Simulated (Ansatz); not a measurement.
**³³S NMR of the central transition in Sb2S3**

Cell: a COD entry, ions relaxed with PBE at fixed cell.

Space group Pnma (No. 62); a = 11.3110, b = 3.8389, c = 11.2230 Å.

```
site  Wyckoff  site symmetry       x       y       z
 Sb1       4c            .m.  0.4734  0.2500  0.3251
 Sb5       4c            .m.  0.3491  0.7500  0.0343
  S9       4c            .m.  0.2911  0.2500  0.1907
 S13       4c            .m.  0.5505  0.7500  0.1244
 S17       4c            .m.  0.3755  0.7500  0.4403
```

One atom of each set is listed.

Computed with Ansatz: DFT, PBE, plane waves and PAW, scalar-relativistic, 420 eV cutoff, Γ-centred 3×7×3 k-points, Fermi–Dirac smearing 0.02 eV.

³³S has I = 3/2 and Q = -69.40 mb (Pyykkö 2018); at 21.1 T its Larmor frequency is ν₀ = 69.0 MHz. Only the quadrupole interaction is simulated: positions count from each site's isotropic chemical shift, and shift anisotropy, dipolar and J coupling are left out.

The S sites: S9 (4 atoms; 3 Sb at 2.55–2.68 Å); S13 (4 atoms; 1 Sb at 2.49 Å; also 4 Sb at 2.85–3.09 Å); S17 (4 atoms; 2 Sb at 2.57 Å, angle 97°; also 1 Sb at 3.14 Å).

Fitted components of the simulated spectrum:

```csv
component,|C_Q| (MHz),η
A,7.97,0.79
B,10.5,0.84
C,21.8,0.33
```

Question: Which site most likely gives which component?

Answer: By the calculation, A is S9, B is S13, C is S17. At S17 V_zz stands upright on the plane of its two bonds (within 2°). Like point charges on the first shell alone (each adding as 1/d³) would give another order (S9 < S17 < S13): the covalent part of each bond and the atoms beyond the first shell count as well.

With ν_Q/ν₀ up to 0.16, terms beyond second order are no longer negligible.

Without spin–orbit coupling (the program notes it for Sb) the gradients are little affected as a rule: paired runs on crystals with a gap mostly move them by under 2 % at such atoms.
